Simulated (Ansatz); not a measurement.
PbTe in the rocksalt structure

Computed with Ansatz (plane waves, PAW, 420 eV cutoff): PBEsol, scalar-relativistic, no spin polarisation, 8×8×8 k-mesh, Gaussian smearing of 0.05 eV; PAW files: Ansatz's generated set soft_2.

```
CELL_PARAMETERS angstrom
0.00000 3.22150 3.22150
3.22150 0.00000 3.22150
3.22150 3.22150 0.00000
ATOMIC_POSITIONS crystal
Pb 0.50000 0.50000 0.50000
Te 0.00000 0.00000 0.00000
```

The start was a prototype's sites filled with these elements; the Crystallography Open Database holds the compound in this structure.

The cell is relaxed to zero pressure at this level.

Elastic constants come from the stress of slightly strained cells with relaxed atoms, in GPa, Voigt order xx, yy, zz, yz, xz, xy in the Cartesian frame of the vectors above.

```
125.5   4.6   4.6   0.0   0.0   0.0
  4.6 125.5   4.6   0.0   0.0   0.0
  4.6   4.6 125.5   0.0   0.0   0.0
  0.0   0.0   0.0  14.8   0.0   0.0
  0.0   0.0   0.0   0.0  14.8   0.0
  0.0   0.0   0.0   0.0   0.0  14.8
```

Question: Work out the Voigt, Reuss and Hill moduli.

Answer: Voigt: K = (C11 + C22 + C33 + 2(C12 + C13 + C23))/9 = 45 GPa, G = (C11 + C22 + C33 − C12 − C13 − C23 + 3(C44 + C55 + C66))/15 = 33 GPa. Reuss, from the compliances S = C⁻¹: K = 45 GPa, G = 21 GPa. Hill means: K = 45 GPa, G = 27 GPa.

Question: And Young's modulus, Poisson's ratio, Pugh's ratio and the anisotropy?

Answer: E = 9KG/(3K + G) = 68 GPa, ν = (3K − 2G)/(6K + 2G) = 0.25, K/G = 1.65 (under the 1.75 that Pugh's rule, made for metals, takes as the line between brittle and ductile), universal anisotropy index 5G_V/G_R + K_V/K_R − 6 = 2.8. The eigenvalues of C are 14.8, 14.8, 14.8, 121, 121, 135 GPa, all positive.

Question: What sound velocities and Debye temperature follow for a polycrystal?

Answer: With a density of 8.314 g/cm³ (mean mass 167.4 u, 33.43 Å³/atom), K = 44.9 and G = 27.15 GPa from the unrounded constants, v_l = √((K + 4G/3)/ρ) = 3120 m/s and v_t = √(G/ρ) = 1810 m/s. The mean [(1/v_l³ + 2/v_t³)/3]^(−1/3) is 2010 m/s, and θ_D = (ħ/k_B)(6π²/V)^(1/3) v_m ≈ 190 K, with V the volume an atom. This is the low-temperature, elastic estimate.

For a cubic crystal three numbers say it all: C11 = 125.5, C12 = 4.6, C44 = 14.8 GPa. K = (C11 + 2C12)/3 = 44.9 GPa. The two shear moduli are C44 and C′ = (C11 − C12)/2 = 60.4 GPa, so Zener's ratio C44/C′ is 0.25: the crystal is stiffest along ⟨100⟩ and softest along ⟨111⟩. The Cauchy pressure C12 − C44 is -10 GPa; pair forces would make it zero if every atom sat on a centre of inversion, as here, and a negative value is usually read as directional bonding.

The equation of state, an independent route, gives B0 = 45 GPa, against 45 GPa here.

For elements this heavy, spin–orbit coupling would shift levels and gaps; it isn't included here.

PbTe resists stretching along the cube axes far more than shear between them: C11 is 125.5 GPa, while C44 is only 14.8 GPa. This fits bonding through Pb and Te p orbitals, which overlap head-on along straight ⟨100⟩ chains. Axial strain changes the bond lengths directly, whereas a C44 shear mainly bends the right angles between bonds, at little cost. The small C12 suggests that perpendicular chains are only weakly coupled. Internal relaxation can't be what softens C44, since inversion symmetry at every site forbids it under uniform strain.

The anisotropy also limits what the polycrystal averages can say. The Voigt and Reuss shear moduli, 33 and 21 GPa, put K/G on opposite sides of Pugh's line, so the Hill value doesn't support a verdict of brittle behaviour, and texture would matter in a real sample. The positive eigenvalues establish stability against small uniform strains, but not against the transverse optical displacement of the two sublattices, the mode known to be soft in PbTe.
